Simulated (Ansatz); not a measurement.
Te

```
CELL_PARAMETERS angstrom
-1.92620 1.92620 1.92620
1.92620 -1.92620 1.92620
1.92620 1.92620 -1.92620
ATOMIC_POSITIONS crystal
Te 0.00000 0.00000 0.00000
```

The cell was built from the bcc type and relaxed in the same program, and has space group Im-3m; it needn't be a known or the stable phase.

No spin–orbit coupling, which matters for the heavy atoms here.

Computed with DFT, PBE, all-electron LAPW, scalar-relativistic (Ansatz 0.2.0).

Numerical set-up: a Γ-centred 14×14×14 k mesh, Fermi–Dirac smearing of 0.05 eV, basis error target 0.25 meV/atom, no spin polarisation.

```
Pressure at this cell : 0.04 GPa
Volume per atom       : 28.59 Å³
```

Question: Predict this quantity. Band gap.

Answer: none: bands cross the Fermi level, a metal.

Question: Give the computed value. Density of states at the Fermi level (0.2 eV bin).

Answer: 0.82 states/eV per cell.
